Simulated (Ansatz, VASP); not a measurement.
**Au: VASP beside Ansatz**

INCAR

```
PREC = Accurate
ENCUT = 520
EDIFF = 1E-7
ISMEAR = -1
SIGMA = 0.03
LREAL = F
LASPH = T
NELM = 100
ALGO = Normal
ISIF = 2
LWAVE = F
LCHARG = F
GGA = PE
NBANDS = 18
```

File KPOINTS:

```
Automatic mesh
0
Gamma
  14 14 8
```

The input POSCAR:

```
Au
1.0
    2.8707034943      0.0000000000      0.0000000000
   -1.4353517471      2.4861021528      0.0000000000
    0.0000000000      0.0000000000      4.8307037003
Au
2
Direct
    0.3333333333      0.6666666667      0.7500000000
    0.6666666667      0.3333333333      0.2500000000
```

Input for Ansatz:

```yaml
crystal:
  lattice:
    - [2.8707034943, 0.0, 0.0]
    - [-1.4353517471, 2.4861021528, 0.0]
    - [0.0, 0.0, 4.8307037003]
  atoms:
    - { symbol: Au, position: [0.3333333333, 0.6666666667, 0.75] }
    - { symbol: Au, position: [0.6666666667, 0.3333333333, 0.25] }
kpoints:
  mp_grid: { grid: [14, 14, 8] }
scf:
  occupations: { method: fermi_dirac, width: 0.03 }
hamiltonian:
  xc: pbe
  pseudopotentials: { kind: all_electron, lapw: { basis_error: 0.0005 } }
output:
  forces: true
  stress: true
  eigenvalues: true
```

Change from the starting cell: volume scaled by 0.97.

Alike in both runs: task single point; functional PBE; k mesh 14 × 14 × 8; occupations fermi-dirac, width 0.03 eV; no spin polarisation.

```csv
,VASP,Ansatz
version,VASP 6.6.1,Ansatz 0.2.0
potentials or method,"VASP PAW PBE potentials, release 64 (Au)","all-electron LAPW, scalar-relativistic"
plane-wave cutoff (eV),520,see its input
```

|  | VASP | Ansatz | Ansatz less VASP |
| --- | --- | --- | --- |
| pressure (GPa) | 6.6 | 6.8 | +0.24 |
| largest component of the traceless stress (GPa) | 0.75 | 0.74 | -0.009 |

Ansatz ran all-electron here, so the differences hold the error of VASP's frozen core and of both bases.

Spin-orbit coupling is left out, which matters for the levels of Au.
